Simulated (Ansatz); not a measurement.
# 3-layer blue phosphorene (AB) in a perpendicular field, part 2 of 3

Wanted: the out-of-plane response of the 3-layer blue phosphorene (AB). A positive field points along +c.

Ansatz 0.2.0; plane-wave DFT, PBE-D3(BJ), Ansatz PAW.

So far. Step 2 (Relaxing the slab): The lattice constant a goes from 3.280 to 3.253 Å.

## 3. Single point, field 0, start network

A sawtooth potential applies the field, turning back in the middle of the vacuum. With the dipole correction the typed value is the field outside the slab. The induced dipole is small, so the SCF threshold is tight.

The cell differs from the one that the last finished run ended in (c 51.220 → 28.903 Å).

File input.yaml:

```yaml
crystal:
  lattice:
    - [3.2533959541, 0.0, 0.0]
    - [-1.626697977, 2.8175235448, 0.0]
    - [0.0, 0.0, 28.9029823231]
  atoms:
    - { symbol: P, position: [0.6666666667, 0.3333333333, 0.3113865517] }
    - { symbol: P, position: [0.3333333333, 0.6666666667, 0.354416553] }
    - { symbol: P, position: [0.0, 0.0, 0.4693252378] }
    - { symbol: P, position: [0.6666666667, 0.3333333333, 0.5123530758] }
    - { symbol: P, position: [0.6666666667, 0.3333333333, 0.6455120401] }
    - { symbol: P, position: [0.3333333333, 0.6666666667, 0.6886134483] }
kpoints:
  mp_grid: { grid: [18, 18, 1] }
  band_path:
    path: [[0, 0, 0], [0.5, 0, 0], [0.33333333, 0.33333333, 0], [0, 0, 0]]
    npoints: 16
hamiltonian:
  xc: pbe
  dispersion: d3bj
scf:
  occupations: { method: fermi_dirac, width: 0.02585 }
  convergence: { dr2_threshold: 1.0e-10 }
efield:
  axis: 3
  dipole_correction: true
  ramp_position: 0.97
  ramp_width: 0.06
  amplitude: 0
output:
  dos: { projected: true, e_range: [-6, 5] }
  write_potential: true
  write_density: true
  volumetric_format: npy
  elf: true
```

On the command line:

```
ansatz run input.yaml --threads 2 --pin off --max-ram 4096MiB --backend cpu --events-out ev --progress --plain --runs-dir out
```

Numbers of over 12 decimals in the logs are rounded to 6 here.

What it wrote:

```text
[...]
Crystal: 6 atoms, lattice volume = 264.940 Å³
Basis set: ecut = 420 eV, 5293 PW (Γ)
Bands: 21, of which v1, the nominal top of the filled ones, is band 15 counted from 1 (14 counted from 0)
Symmetry: 6 space group operations
[...]
k-points: 37 of 324 (time reversal used)
[...]
SCF iter   1: F=—  HF=-4535.511401 eV  |F-HF|=—  |Δ(HF+E_count)|=         —  Δρ=1.61e-3  dr2=2.20e-2  ethr=1.77e-3  p=0.001 e·Å  D=5.65e-4 V/Å  ΔV_dip=-0.02 eV  dr2_dipole=1.37e-6  V_vac-E_F(+/−)=4.76/4.77 eV  ⟨swp⟩=11.0  Hψ=6225  notcnv=0
efield: sawtooth ramp at fractional position 0.9700 (set: `efield.ramp_position`, or a place that a band, a saddle search or an elastic batch's reference lends), width 0.0600; the density the first Hamiltonian is built on has a dipole p = 0.001 e·Å; the dipole correction subtracts the counter field D = 5.65e-4 V/Å, which shifts the + side's vacuum level by -0.02 eV against the − side's; the planar-averaged density in the ramp window peaks in size at 3.3e-6 e/Å³
[...]
SCF iter   2: F=—  HF=-4535.524034 eV  |F-HF|=—  |Δ(HF+E_count)|=   1.26e-2  Δρ=2.18e-3  dr2=1.17e-1  ethr=7.35e-5  p=0.002 e·Å  D=1.25e-3 V/Å  ΔV_dip=-0.04 eV  dr2_dipole=2.14e-4  V_vac-E_F(+/−)=5.21/5.24 eV  ⟨swp⟩=4.6  Hψ=2125  notcnv=0  defer=59
[...]
SCF iter  12: F=-4535.509693 eV  HF=-4535.509693 eV  |F-HF|=1.36e-11  |Δ(HF+E_count)|=  5.55e-10  Δρ=6.74e-8  dr2=2.87e-11  ethr=1.00e-12  p=0.000 e·Å  D=1.40e-4 V/Å  ΔV_dip=-0.00 eV  dr2_dipole=2.35e-12  V_vac-E_F(+/−)=4.97/4.97 eV  ⟨swp⟩=9.6  Hψ=3248  notcnv=0
SCF 1 converged in 12 iterations: F = -4535.509693 eV  dr2 = 2.87e-11
[...]
NSCF: frozen V_eff on 49 k-points
efield: sawtooth ramp at fractional position 0.9700 (kept from the solve that this one continues, or follows in the run), width 0.0600; the density the first Hamiltonian is built on has a dipole p = 0.000 e·Å; the dipole correction subtracts the counter field D = 1.40e-4 V/Å, which shifts the + side's vacuum level by -0.00 eV against the − side's; the planar-averaged density in the ramp window peaks in size at 1.0e-7 e/Å³
[...]
SCF converged after 12 iterations
Free energy (F): -4535.509693 eV
[...]
Internal energy: -4535.509693 eV  (E = F + TS)
E sigma→0 (E₀):  -4535.509693 eV
Fermi energy:    0.396200 eV
Dipole field:    D = 0.000138 V/Å  (p = 0.000202 e·Å, saw-weighted, corrected)
Work function:   Φ+ = 4.9706 eV   Φ− = 4.9746 eV
Levels:          The Fermi level and band energies are counted from a zero that moves with the ramp; work functions are not
[...]
--- Band table (eV; the first three rows and the last of 37) ---
  k-point 0: bands = [... 11 lower, -0.8645, -0.8458, -0.8458, -0.2332, 3.1128, 3.1128, 3.1401, 3.1797, ... 2 higher]
  k-point 1: bands = [... 11 lower, -0.9992, -0.9807, -0.9664, -0.2101, 2.9732, 3.0377, 3.0739, 3.2649, ... 2 higher]
  k-point 2: bands = [... 11 lower, -1.2806, -1.2701, -1.1296, -0.1628, 2.6035, 2.6674, 2.7056, 3.6392, ... 2 higher]
  k-point 36: bands = [... 11 lower, -2.6404, -2.5750, -2.5568, -2.2967, 1.2595, 1.2717, 1.3294, 3.9391, ... 2 higher]
```

Elapsed: 39 s, on 2 threads of Intel Xeon at 2.50GHz (Skylake/Cascade Lake), shared host; peak memory 0.58 GiB; 76 s of CPU time.

This step gave:

```yaml
gap_on_the_k_mesh: 0.9785 eV
dipole_along_the_normal: 2.02e-4 e·Å
gap_along_the_path: 0.9650 eV
smallest_direct_gap_along_the_path: 1.561 eV
ionisation_energy_upper_face: 5.477 eV
electron_affinity_upper_face: 4.512 eV
gap_the_smaller_of_path_and_mesh: 0.9650 eV
```

Running mean over a fixed 2.7 Å (it still follows the layers) of the planar mean; the ramp of the sawtooth is left out. Table of electron's electrostatic potential energy less the Fermi level by z:

| z (Å) | electron's electrostatic potential energy less the Fermi level (eV) |
| --- | --- |
| 4 | 4.97 |
| 5 | 4.97 |
| 6 | 4.91 |
| 7 | 3.92 |
| 8 | -1.64 |
| 9 | -7.56 |
| 10 | -8.82 |
| 11 | -3.23 |
| 12 | -0.0349 |
| 13 | -4.21 |
| 14 | -9.44 |
| 15 | -6.41 |
| 16 | -0.655 |
| 17 | 1.81 |
| 18 | -3.62 |
| 19 | -9.16 |
| 20 | -6.95 |
| 21 | -1.04 |
| 22 | 4.18 |
| 23 | 4.92 |
| 24 | 4.97 |
| 25 | 4.97 |

The density of states has structure finer than the step of the table below, so its rows give means over 0.25 eV, whole bins alone (the curve runs from -6 to 2.44 eV). Peaks (eV: height): -5.150: 6.72, -2.470: 6.99, -2.060: 6.84, -1.860: 6.83, 1.800: 5.63, 2.110: 5.49, 2.380: 5.96.

The density of states by energy, zero at the Fermi level of the run, which the smearing sets inside the gap; means over each step:

```
energy (eV)  density of states (states/eV a cell)
      -5.75                                  1.34
      -5.50                                  3.04
      -5.25                                  4.53
      -5.00                                  4.69
      -4.75                                  3.35
      -4.50                                  3.24
      -4.25                                  2.97
      -4.00                                  3.73
      -3.75                                  4.33
      -3.50                                  3.98
      -3.25                                  2.39
      -3.00                                  1.97
      -2.75                                  2.97
      -2.50                                  4.10
      -2.25                                  4.30
      -2.00                                  5.12
      -1.75                                  3.87
      -1.50                                  3.15
      -1.25                                  3.02
      -1.00                                 0.727
      -0.75                                 0.937
      -0.50                                  1.62
      -0.25                                     0
       0.00                                     0
       0.25                                     0
       0.50                                 0.282
       0.75                                  1.22
       1.00                                  3.13
       1.25                                  4.01
       1.50                                  3.41
       1.75                                  4.31
       2.00                                  3.84
       2.25                                  4.25
```

Projected DOS per atom over height of the atomic layer and energy from the Fermi level. Layers: P P P P P P from below.

Ten even steps from '_' (0.00 states/eV) to '@' (1.01 states/eV), each cell a mean:
```
++++++++****
++++++++****
++++++++++++
++==++++====
............
____________
____________
..::::::____
....::::____
----....++++
====----****
%%##@@@@####
********####
++==++++--==
------------
************
************
====++++====
++++++++++++
####****%%%%
++****++====
..::::::....
```
Columns: height of the atomic layer (Å) from 9 to 19.9 (not evenly spaced); rows upwards: energy from the Fermi level (eV) from -5.96 to 2.41.

Electronic bands along the path, in eV, zero at the Fermi level of the run, which the smearing sets inside the gap:

```
  point  band 12  band 13  band 14  band 15  band 16  band 17  band 18  band 19
      Γ    -1.26    -1.24    -1.24    -0.63     2.72     2.72     2.74     2.78
halfway    -2.61    -1.92    -1.26    -0.64     1.01     1.10     1.25     3.58
      M    -3.45    -2.97    -2.60    -2.28     0.70     0.81     0.92     1.68
halfway    -3.69    -2.82    -2.52    -2.27     1.30     1.72     2.12     2.94
      K    -3.04    -2.97    -2.95    -2.69     0.86     0.88     0.93     3.54
halfway    -3.94    -1.80    -1.21    -0.68     2.06     2.34     2.70     3.02
      Γ    -1.26    -1.24    -1.24    -0.63     2.72     2.72     2.74     2.78
```

Electrostatic potential energy in the ca plane at fractional y = 0.333, with atoms of P within 0.2 Å of it. With pseudopotentials it is smooth inside the atoms' cores, unlike the true potential.

Ten even steps from '0' (-63 eV) to '9' (5 eV), each cell a mean:
```
66789999999999876689999998756889999999999999
01489999999999730148999996201689999999999999
00279999999999710037999985000489999999999999
11589999999999741158999997312689999999999999
66888999999998876689999998767889999999999999
98888899999988888999999999998888899999999999
99887899999987889999999999999878899999999999
88888899999988888999999999988888999999999999
```
Columns run along c (16.0 Å, from fractional 0.31 to 0.86 of the cell; values clipped at the 3rd and 97th percentile), rows up along a (3.3 Å). Atoms in or near the plane, at fractional coordinates: P at (0.31, 0.67), P at (0.51, 0.67), P at (0.65, 0.67).

ELF in the ca plane at fractional y = 0.333, with atoms of P within 0.2 Å of it. It is the smooth field of the valence electrons, not physical close to the nuclei.

Ten even steps from '0' (0.00) to '9' (0.97), each cell a mean:
```
77765431001345777788610488877764321000000000
22553100000124652389820699613652100000000000
00353100000013520189931699400442000000000000
33663210000124663499820699724653100000000000
77775431002345777788610378877765432100000000
45666763014776665443100123445666765310000000
23566774115776553210000000124566786420000000
56666663014666665543200134456666765310000000
```
Columns run along c (16.0 Å, from fractional 0.31 to 0.86 of the cell), rows up along a (3.3 Å). Atoms in or near the plane, at fractional coordinates: P at (0.31, 0.67), P at (0.51, 0.67), P at (0.65, 0.67).

Valence density in the ca plane at fractional y = 0.333, with atoms of P within 0.2 Å of it. It is the smooth field of the valence electrons, not physical close to the nuclei.

Values in e/Å³, 5 rows by 16 columns, each cell a mean:
```
0.59 0.34 0.07 0.03 0.17 0.55 0.53 0.13 0.08 0.48 0.58 0.22 0.04 0.00 0.00 0.00
0.32 0.31 0.04 0.02 0.12 0.46 0.45 0.22 0.13 0.52 0.42 0.17 0.02 0.00 0.00 0.00
0.59 0.34 0.07 0.03 0.16 0.54 0.54 0.13 0.08 0.49 0.58 0.22 0.04 0.00 0.00 0.00
0.30 0.39 0.15 0.06 0.29 0.38 0.19 0.04 0.03 0.16 0.36 0.33 0.08 0.01 0.00 0.00
0.29 0.38 0.15 0.07 0.29 0.38 0.18 0.04 0.03 0.15 0.35 0.33 0.08 0.01 0.00 0.00
```
Columns run along c (16.0 Å, from fractional 0.31 to 0.86 of the cell), rows up along a (3.3 Å). Atoms in or near the plane, at fractional coordinates: P at (0.31, 0.67), P at (0.51, 0.67), P at (0.65, 0.67).

The gap is 0.96 eV, with the valence edge 5.48 eV and the conduction edge 4.51 eV under the upper vacuum level.

## 4. Single point, field 0.05 V/Å

input.yaml: that of step 3 with these lines changed.

```diff
@@ -28,5 +28,4 @@
   ramp_width: 0.06
-  amplitude: 0
+  amplitude: 0.05
 output:
-  dos: { projected: true, e_range: [-6, 5] }
   write_potential: true
@@ -34,2 +33 @@
   volumetric_format: npy
-  elf: true
```

What it wrote:

```text
[...]
Crystal: 6 atoms, lattice volume = 264.940 Å³
Basis set: ecut = 420 eV, 5293 PW (Γ)
Bands: 21, of which v1, the nominal top of the filled ones, is band 15 counted from 1 (14 counted from 0)
Symmetry: 6 space group operations
[...]
k-points: 37 of 324 (time reversal used)
[...]
k-point 0: bands = [... 11 lower, -0.8837, -0.7951, -0.7951, -0.2483, 3.0820, 3.0820, 3.1151, 3.1823, ... 2 higher]
  k-point 1: bands = [... 11 lower, -1.0364, -1.0025, -0.9159, -0.2254, 2.9423, 3.0413, 3.0926, 3.2344, ... 2 higher]
  k-point 2: bands = [... 11 lower, -1.3035, -1.2204, -1.1086, -0.1779, 2.5760, 2.6658, 2.7264, 3.6096, ... 2 higher]
  k-point 36: bands = [... 11 lower, -2.6651, -2.6147, -2.5024, -2.2793, 1.2444, 1.2599, 1.3479, 3.9175, ... 2 higher]
[key lines of the parts left out:]
SCF converged after 15 iterations
Free energy (F): -4535.510427 eV
Fermi energy:    0.379638 eV
Dipole field:    D = 0.019923 V/Å  (p = 0.029171 e·Å, saw-weighted, corrected)
```

Wall time 46 s (2 threads); peak memory 0.56 GiB.

The dipole is 0.0292 e·Å, and the gap 0.960 eV.

## 5. Single point, field -0.05 V/Å

input.yaml: that of step 4 with these lines changed.

```diff
@@ -28,3 +28,3 @@
   ramp_width: 0.06
-  amplitude: 0.05
+  amplitude: -0.05
 output:
```

What it wrote:

```text
[...]
Crystal: 6 atoms, lattice volume = 264.940 Å³
Basis set: ecut = 420 eV, 5293 PW (Γ)
Bands: 21, of which v1, the nominal top of the filled ones, is band 15 counted from 1 (14 counted from 0)
Symmetry: 6 space group operations
[...]
k-points: 37 of 324 (time reversal used)
[...]
k-point 0: bands = [... 11 lower, -0.8596, -0.8167, -0.8167, -0.2161, 3.1212, 3.1212, 3.1262, 3.1466, ... 2 higher]
  k-point 1: bands = [... 11 lower, -1.0206, -0.9820, -0.9360, -0.1930, 2.9791, 3.0068, 3.1066, 3.2733, ... 2 higher]
  k-point 2: bands = [... 11 lower, -1.2892, -1.2377, -1.1502, -0.1457, 2.5991, 2.6499, 2.7353, 3.6483, ... 2 higher]
  k-point 36: bands = [... 11 lower, -2.6133, -2.5928, -2.5365, -2.3083, 1.2237, 1.2833, 1.3613, 3.9584, ... 2 higher]
[key lines of the parts left out:]
SCF converged after 15 iterations
Free energy (F): -4535.510406 eV
Fermi energy:    0.410093 eV
Dipole field:    D = -0.019639 V/Å  (p = -0.028755 e·Å, saw-weighted, corrected)
```

The job ended after 47 s (2 threads; peak memory 0.56 GiB; 93 s of CPU time).

The dipole is -0.0288 e·Å, and the gap 0.960 eV.

## 6. Atoms held, field 0.1 V/Å

input.yaml: that of step 5 with these lines changed.

```diff
@@ -26,5 +26,5 @@
   dipole_correction: true
-  ramp_position: 0.97
-  ramp_width: 0.06
-  amplitude: -0.05
+  ramp_position: 0.9574
+  ramp_width: 0.0851
+  amplitude: 0.1
 output:
```

What it wrote:

```text
[...]
Crystal: 6 atoms, lattice volume = 264.940 Å³
Basis set: ecut = 420 eV, 5293 PW (Γ)
Bands: 21, of which v1, the nominal top of the filled ones, is band 15 counted from 1 (14 counted from 0)
Symmetry: 6 space group operations
[...]
k-points: 37 of 324 (time reversal used)
[...]
k-point 0: bands = [... 11 lower, -0.8955, -0.7438, -0.7438, -0.2613, 3.0444, 3.0444, 3.0762, 3.1611, ... 2 higher]
  k-point 1: bands = [... 11 lower, -1.0836, -1.0154, -0.8647, -0.2384, 2.9044, 3.0203, 3.1426, 3.1970, ... 2 higher]
  k-point 2: bands = [... 11 lower, -1.3181, -1.1692, -1.0876, -0.1907, 2.5383, 2.6468, 2.7741, 3.5731, ... 2 higher]
  k-point 36: bands = [... 11 lower, -2.6793, -2.6530, -2.4481, -2.2573, 1.2023, 1.2478, 1.3931, 3.8939, ... 2 higher]
[key lines of the parts left out:]
SCF converged after 15 iterations
Free energy (F): -4535.512609 eV
Fermi energy:    0.361870 eV
Dipole field:    D = 0.039705 V/Å  (p = 0.058134 e·Å, saw-weighted, corrected)
```

Run time: 53 s. Hardware: 2 threads; peak memory 0.56 GiB; 97 s of CPU time.

The dipole is 0.0581 e·Å, and the gap 0.948 eV.

## 7. Single point, field -0.1 V/Å

input.yaml: that of step 6 with these lines changed.

```diff
@@ -28,3 +28,3 @@
   ramp_width: 0.0851
-  amplitude: 0.1
+  amplitude: -0.1
 output:
```

What it wrote:

```text
[...]
Crystal: 6 atoms, lattice volume = 264.940 Å³
Basis set: ecut = 420 eV, 5293 PW (Γ)
Bands: 21, of which v1, the nominal top of the filled ones, is band 15 counted from 1 (14 counted from 0)
Symmetry: 6 space group operations
[...]
k-points: 37 of 324 (time reversal used)
[...]
k-point 0: bands = [... 11 lower, -0.8490, -0.7690, -0.7690, -0.1975, 3.0748, 3.0748, 3.0821, 3.1607, ... 2 higher]
  k-point 1: bands = [... 11 lower, -1.0721, -0.9707, -0.8890, -0.1742, 2.9322, 3.0213, 3.1458, 3.2280, ... 2 higher]
  k-point 2: bands = [... 11 lower, -1.2768, -1.1919, -1.1698, -0.1270, 2.5561, 2.6605, 2.7746, 3.6071, ... 2 higher]
  k-point 36: bands = [... 11 lower, -2.6241, -2.5485, -2.5020, -2.3122, 1.1753, 1.2945, 1.4052, 3.9749, ... 2 higher]
[key lines of the parts left out:]
SCF converged after 15 iterations
Free energy (F): -4535.512568 eV
Fermi energy:    0.419421 eV
Dipole field:    D = -0.039424 V/Å  (p = -0.057723 e·Å, saw-weighted, corrected)
```

Wall time 51 s (2 threads); peak memory 0.55 GiB.

The dipole is -0.0577 e·Å, and the gap 0.943 eV.

## 8. Single point, field 0.2 V/Å

input.yaml: that of step 7 with these lines changed.

```diff
@@ -28,3 +28,3 @@
   ramp_width: 0.0851
-  amplitude: -0.1
+  amplitude: 0.2
 output:
```

What it wrote:

```text
[...]
Crystal: 6 atoms, lattice volume = 264.940 Å³
Basis set: ecut = 420 eV, 5293 PW (Γ)
Bands: 21, of which v1, the nominal top of the filled ones, is band 15 counted from 1 (14 counted from 0)
Symmetry: 6 space group operations
[...]
k-points: 37 of 324 (time reversal used)
[...]
k-point 0: bands = [... 11 lower, -0.9200, -0.6423, -0.6423, -0.2802, 2.9578, 2.9578, 2.9854, 3.1265, ... 2 higher]
  k-point 1: bands = [... 11 lower, -1.0875, -1.0404, -0.7632, -0.2574, 2.8173, 2.9859, 3.1108, 3.2435, ... 2 higher]
  k-point 2: bands = [... 11 lower, -1.3440, -1.0677, -1.0484, -0.2086, 2.4504, 2.6145, 2.8739, 3.4885, ... 2 higher]
  k-point 36: bands = [... 11 lower, -2.7150, -2.7083, -2.3404, -2.2031, 1.1084, 1.2229, 1.4915, 3.8416, ... 2 higher]
[key lines of the parts left out:]
SCF converged after 18 iterations
Free energy (F): -4535.521321 eV
Fermi energy:    0.325722 eV
Dipole field:    D = 0.079308 V/Å  (p = 0.116118 e·Å, saw-weighted, corrected)
```

It took 49 s on 2 threads; peak memory 0.56 GiB.

The dipole is 0.116 e·Å, and the gap 0.904 eV.

## 9. Single point, field -0.2 V/Å

input.yaml: that of step 8 with these lines changed.

```diff
@@ -28,3 +28,3 @@
   ramp_width: 0.0851
-  amplitude: 0.2
+  amplitude: -0.2
 output:
```

What it wrote:

```text
[...]
Crystal: 6 atoms, lattice volume = 264.940 Å³
Basis set: ecut = 420 eV, 5293 PW (Γ)
Bands: 21, of which v1, the nominal top of the filled ones, is band 15 counted from 1 (14 counted from 0)
Symmetry: 6 space group operations
[...]
k-points: 37 of 324 (time reversal used)
[...]
k-point 0: bands = [... 11 lower, -0.8276, -0.6744, -0.6744, -0.1559, 2.9715, 2.9715, 2.9800, 3.1899, ... 2 higher]
  k-point 1: bands = [... 11 lower, -1.1187, -0.9490, -0.7949, -0.1324, 2.8286, 3.0501, 3.1250, 3.2317, ... 2 higher]
  k-point 2: bands = [... 11 lower, -1.2544, -1.2040, -1.0985, -0.0851, 2.4547, 2.6864, 2.8615, 3.5052, ... 2 higher]
  k-point 36: bands = [... 11 lower, -2.5981, -2.4585, -2.4563, -2.2871, 1.0732, 1.3161, 1.4971, 3.9974, ... 2 higher]
[key lines of the parts left out:]
SCF converged after 19 iterations
Free energy (F): -4535.521238 eV
Fermi energy:    0.420856 eV
Dipole field:    D = -0.079021 V/Å  (p = -0.115699 e·Å, saw-weighted, corrected)
```

Run time: 47 s. Hardware: 2 threads; peak memory 0.56 GiB.

The dipole is -0.116 e·Å, and the gap 0.867 eV.

[end of part 2 of 3]

[Logs are printed without paths, hosts, clocks, repeated set-up lines and the standing remarks that a program may print on its own settings, such as how far it seeks lower states.]

[Hosts, paths, dates, database ids (printed as entryN), source tags and the programs' standing remarks are cut or masked in the printed files.]

[Maps of the electrostatic potential energy from Ansatz leave out the sawtooth potential of an applied field or a dipole correction, so their vacuum need not be flat; planar profiles and work functions include it.]

[The density of states shown here was stored with 400 of the rows of the run's finer table, so its peaks can read low, often by over a quarter, or be missed, and its means over a window can be off by a tenth or more.]
